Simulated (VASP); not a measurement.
A run of VASP 6.6.1:

Contents of INCAR:

```
PREC = Accurate
ENCUT = 300
EDIFF = 1E-6
ISMEAR = 1
SIGMA = 0.1
LREAL = False
LASPH = True
NELM = 80
ALGO = Normal
ISIF = 3
LWAVE = False
LCHARG = False
GGA = PE
IBRION = 2
NSW = 90
EDIFFG = -0.01
```

KPOINTS

```
regular mesh
0
Gamma
  8 8 8
```

Contents of POSCAR:

```
Si2Mo
1.0
   -1.6000000000      1.6000000000      3.9305000000
    1.6000000000     -1.6000000000      3.9305000000
    1.6000000000      1.6000000000     -3.9305000000
Si Mo
2 1
Direct
    0.3330000000      0.3330000000      0.0000000000
    0.6670000000      0.6670000000      0.0000000000
    0.0000000000      0.0000000000      0.0000000000
```

Potentials or basis: VASP PAW PBE potentials, release 64 (Si, Mo).

Run with:

```bash
$ cat potpaw_PBE.64/Si/POTCAR potpaw_PBE.64/Mo/POTCAR > POTCAR
$ mpirun -np 1 vasp_std > vasp.out
```

Hardware: 1 thread of AMD EPYC 7R13 Processor (Zen 3) (shared host).

Estimate the wall time of this run.

Wall time 57 s on 1 thread of AMD EPYC 7R13 Processor (Zen 3) (shared host), peak memory 0.14 GiB. Counts: scf iterations 43, k points 59, ion steps 7.
